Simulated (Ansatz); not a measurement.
## All-electron card of Te

```
Te
1.0
     4.45800    0.00000    0.00000
    -2.22900    3.86074    0.00000
     0.00000    0.00000    5.92500
Te
3
Direct
  0.74500 0.00000 0.33333
  0.00000 0.74500 0.66667
  0.25500 0.25500 0.00000
```

Atom numbers follow the list: Te1, Te2, Te3.

The cell is COD entry 1531230, as deposited and not checked against the literature; nothing was relaxed.

Spin–orbit coupling is left out, though it moves levels of the heavy atoms by tenths of an eV or more.

All numbers below come from Ansatz 0.2.0, DFT, LDA, all-electron LAPW, scalar-relativistic.

Sampling and basis: a Γ-centred 9×9×6 k mesh, Fermi–Dirac smearing of 0.08 eV, basis error target 0.5 meV/atom, no spin polarisation.

- Pressure at this cell: -0.30 GPa
- Band gap: 0.09 eV (so small a gap may close at points that the mesh and path miss)
- Stress xx, yy, zz (compression positive): -0.49, -0.49, 0.08 GPa
- Largest force: 0.480 eV/Å on Te2
- Volume per atom: 33.99 Å³
